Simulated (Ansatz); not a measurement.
Cd: pressure as volume per atom varies

Results calculated with Ansatz 0.2.0, not measured. Periodic Kohn-Sham DFT of a crystal at fixed atoms; pressure and stress are positive in compression; the energy is the free energy less that of spherical unpolarised free atoms; site moments are those in the method's own spheres, positive along +z.

Cell of the first row (space group P6_3/mmc, No. 194):
```
CELL_PARAMETERS angstrom
2.91810 0.00000 0.00000
-1.45900 2.52710 0.00000
0.00000 0.00000 5.50300
ATOMIC_POSITIONS crystal
Cd 0.33333 0.66667 0.25000
Cd 0.66667 0.33333 0.75000
```

Settings of every row: method frozen-core PAW; functional PBEsol; relativity scalar; k mesh 14x14x7; filling fermi-dirac; smearing width 0.05 eV; wave cutoff 420 eV; paw set soft_2.

Atom start moment: 0 on all atoms.

Limits: PAW files made with PBE.

| row | volume per atom (Å³) | pressure (GPa) |
| --- | --- | --- |
| 1 | 20.29 | 2.528 |
| 2 | 20.506 | 1.747 |
| 3 | 20.722 | 1.017 |
| 4 | 21.154 | -0.298 |
| 5 | 21.369 | -0.89 |
| 6 | 21.585 | -1.44 |
| 7 | 21.801 | -1.95 |
| 8 | 22.017 | ? |
| 9 | 22.449 | -3.261 |
| 10 | 22.665 | -3.631 |
| 11 | 22.88 | -3.973 |

Question: what pressure should row 8 give?

Worked fit of pressure. Take u = (V_r/V)^(2/3) − 1 with V_r = 21.477 Å³ an atom, which is twice the finite (Eulerian) strain; such expansions in the strain, on which the Birch-Murnaghan equation of state is built, carry the rest volume and the bulk modulus. The shown rows have u = 0.03863, 0.03132, 0.02414, 0.01015, 0.00337, -0.00334, -0.00993, -0.02908, -0.03526, -0.04131. Least squares give pressure = −1.1689 + 82.19 × u + 348.7 × u² GPa; a straight line predicts inner rows, each left out in turn, worse (root mean square 0.2 against 0.0022 GPa). The rows lie off it by 0.002, 0.000, -0.001, 0.001, -0.002, 0.000, 0.001, 0.003, 0.002, -0.004. The pressure vanishes at u = 0.0135, or V = 21.05 Å³ an atom, and there the bulk modulus at fixed shape and fractions is B = −V dP/dV = (2/3)(1 + u) dP/du = 61.9 GPa. Letting shape and atoms relax would as a rule lower it, by much in layered, chain or molecular crystals. The withheld row has u = -0.01642, so the fit gives −1.1689 + 82.19 × (-0.01642) + 348.7 × (-0.01642)² = -2.424 GPa.

The calculation gave -2.422 GPa. The fit lies 0.002 GPa (0.031 % of the column's range) below it; its largest miss of a shown row is 0.004 GPa.
